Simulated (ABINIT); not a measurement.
The system is Hf.

```
Hf
1.0
     3.19670    0.00000    0.00000
    -1.59835    2.76842    0.00000
     0.00000    0.00000    5.05780
Hf
2
Direct
  0.66667 0.33333 0.75000
  0.33333 0.66667 0.25000
```

```yaml
Program: ABINIT 10.8.3 (patched build)
Task: single point
Functional: PBE
Potentials_or_basis: JTH PAW PBE v2.0
Cutoff: 517 eV
k_mesh: 10 × 10 × 5
Occupations: fermi-dirac, width 0.05 eV
Spin: no spin polarisation
```

On this cell: pressure 0.5 GPa; largest force under 0.003 eV/Å; band gap on the k mesh none (metal or under the smearing width).

The same run follows on a disturbed copy (atoms moved at random, drawn with an rms of 0.05 Å):

```xyz
2
Lattice="3.1967 0.0000 0.0000 -1.5983 2.7684 0.0000 0.0000 0.0000 5.0578" Properties=species:S:1:pos:R:3 pbc="T T T"
Hf    1.5908    0.9587    3.8161
Hf   -0.0345    1.8628    1.2476
```

Q: What does the disturbed cell give?

A: The energy (extrapolated to zero smearing) moves by +2.1 meV/atom; pressure 0.6 GPa; largest force 0.165 eV/Å; band gap on the k mesh none (metal or under the smearing width).

Forces in eV/Å, atoms in the order of the input:
```
Hf  -0.063 -0.043 -0.146
Hf   0.063  0.043  0.146
```

Stress tensor (GPa, compression positive):
```
0.84 0.25 0.05
0.25 0.50 0.04
0.05 0.04 0.36
```
